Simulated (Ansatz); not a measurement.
Recipe of this trial structure of C: 4-connected net of one element (Fdd2, No. 43). The dimensions are guesses.

```cif
data_structure
_symmetry_space_group_name_H-M 'P 1'
_symmetry_Int_Tables_number 1
_cell_length_a 5.2194
_cell_length_b 3.0243
_cell_length_c 5.5700
_cell_angle_alpha 67.434
_cell_angle_beta 32.349
_cell_angle_gamma 80.217
_cell_volume 41.27
loop_
_atom_site_label
_atom_site_type_symbol
_atom_site_fract_x
_atom_site_fract_y
_atom_site_fract_z
_atom_site_occupancy
C1 C 0.24317 0.24317 0.25683 1
C2 C 0.99317 0.99317 0.00683 1
C3 C 0.98702 0.51167 0.23342 1
C4 C 0.51167 0.98702 0.26789 1
C5 C 0.98211 0.01658 0.73833 1
C6 C 0.01658 0.98211 0.26298 1
```

Computed with DFT PBE, scalar-relativistic, plane waves, PAW (Ansatz). Cutoff 420 eV, Gaussian smearing, Γ-centred meshes. Cell and atoms relax first on a coarse mesh and then on a converged one. In between, the cell is made exact in the group found at 0.06 Å. The steps can't lower the symmetry of their start. No spin polarisation.

A guess keeps its type if space group and coordination stay and the shape of the cell changes little (axis ratios within about 15 %, angles within 6°); the volume may change.

Task: Will the relaxed cell still be of the starting type?

Result: It doesn't keep its type. The symmetry stays Fdd2 (No. 43). The volume per atom grows by 9.5 %, from 6.9 to 7.5 Å³. The shortest distance goes from 1.50 Å (C–C) to 1.47 Å (C–C). Counting neighbours within 15 % of an atom's shortest distance, the start has C 4 and the end C 4. In detail, at the end around C on a site of symmetry 2 lie 4 C at 1.47–1.51 Å; C on a site of symmetry 1 has 4 C at 1.47–1.58 Å.

```xyz
6
Lattice="0.0000 4.5490 2.2684 2.1891 0.0000 2.2684 2.1891 4.5490 0.0000" Properties=species:S:1:pos:R:3 pbc="T T T"
C     1.0945    2.2745    0.9701
C     2.1891    4.5490    4.3727
C     2.0832    5.7553    3.4662
C     2.2949    3.3427    3.4662
C     3.3895    3.4808    2.3320
C     0.9887    5.6172    2.3320
```

The last run used a 10×10×10 mesh for its 6-atom cell and Gaussian smearing of 0.02 eV. A later test with randomly moved atoms led to a structure 346 meV/atom lower, so this end is a saddle point or a shallow minimum.
